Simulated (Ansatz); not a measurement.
**Optical constants of Au**

These are results of DFT PBE, scalar-relativistic, plane waves, PAW (Ansatz 0.2.0), not measurements. Settings: 420 eV plane-wave cutoff, Γ-centred 18×18×10 mesh, Fermi-Dirac smearing of 0.15 eV. No spin polarisation.

Equilibrium structure at this level:
```xyz
2
Lattice="2.9159 0.0000 0.0000 -1.4579 2.5252 0.0000 0.0000 0.0000 4.8914" Properties=species:S:1:pos:R:3 pbc="T T T"
Au    0.0000    1.6835    3.6685
Au    1.4579    0.8417    1.2228
```

In a metal these results depend on the k mesh and the smearing. Spin–orbit coupling is left out, which matters for heavy elements.

Independent-particle response (no local fields, no excitons) on a 24×24×14 mesh, broadened by 0.1 eV; the Drude term is undamped and its weight carries the smearing above, which sets much of it in a semimetal. The run couldn't bound its error over part or most of this range, so small peaks and near ties are unsure. Light polarised along y. ε₁ lacks the small share of bands above those solved.

Question: Tabulate ε₁ and ε₂ against photon energy.

Answer:
```tsv
E (eV)	ε₁	ε₂
0.2	-1848.04	0.11
0.6	-194.75	0.51
1.0	-60.43	2.86
1.4	-28.14	4.18
1.8	-11.22	5.76
2.2	-6.91	8.28
2.6	-4.58	7.28
3.0	-2.81	7.05
3.4	-2.01	6.51
3.8	-1.26	5.98
4.2	-0.86	5.51
4.6	-0.28	4.91
5.0	0.23	4.67
5.4	0.81	4.44
5.8	1.05	4.54
6.2	1.50	4.97
6.6	1.18	5.47
7.0	0.60	5.55
7.4	-0.17	5.39
7.8	-0.69	4.72
8.2	-0.48	3.97
8.6	-0.36	3.86
9.0	-0.70	3.57
9.4	-0.54	3.00
9.8	-0.27	2.90
10.2	-0.34	2.70
10.6	-0.27	2.43
11.0	-0.12	2.16
11.4	0.13	1.98
11.8	0.43	2.02
```

Question: Where is the highest local maximum of ε₂ between 0.3 and 12 eV?

Answer: At 2.2 eV, where ε₂ = 8.3.

This form isn't the element's structure at ambient conditions.

Cost: 1 run of about 3.5 core-minutes, on Intel Xeon 6975P-C (Granite Rapids) (shared hosts).